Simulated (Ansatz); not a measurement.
## CuO (Tenorite) under changes of volume

One of the cells (10.135 Å³/atom); the others are scaled copies at fixed shape and fractional positions:

```
Cu O
1.0
     2.34185   -1.71130    0.00000
     2.34185    1.71130    0.00000
    -0.85003    0.00000    5.05787
Cu O
2 2
Direct
  0.50000 0.00000 0.50000
  0.00000 0.50000 0.00000
  0.41840 0.58160 0.75000
  0.58160 0.41840 0.25000
```

```yaml
Program: Ansatz 0.2.0
Functional: PBEsol
Potentials_or_basis: all-electron LAPW, scalar-relativistic
Cutoff: 439 eV (chosen from the basis error)
Basis_error_allowed: 0.001 eV/atom
k_mesh: 10 × 10 × 5
Occupations: fermi-dirac, width 0.05 eV
Spin: no spin polarisation
```

```tsv
volume (Å³/atom)	energy over the lowest point (meV/atom)	pressure (GPa)	largest force (eV/Å)
9.527	12.95	9.7	0.150
9.730	3.71	5.1	0.226
9.932	0.00	0.9	0.295
10.135	?	?	?
10.338	6.85	-6.0	0.416
10.540	16.39	-8.9	0.469
10.743	29.42	-11.5	0.518
```

**Question.** What does the run at 10.135 Å³/atom give?

**Answer.** Energy over the lowest point 1.23 meV/atom; pressure -2.7 GPa; largest force 0.358 eV/Å.

Worked out: A Birch-Murnaghan fit of order 3 (a polynomial in V^(-2/3)) to the other rows has its minimum at 9.98 Å³/atom with B0 = V·E''(V) = 187 GPa and B' = 4.7 at fixed shape and positions, which overstates the stiffness. It gives 1.23 meV/atom at 10.135 Å³/atom, against the run's 1.23, and -dE/dV = -2.8 GPa, against -2.7.

Energies are extrapolated to zero smearing.

Caveats: the run has no spin polarisation, though such a crystal can be magnetic.
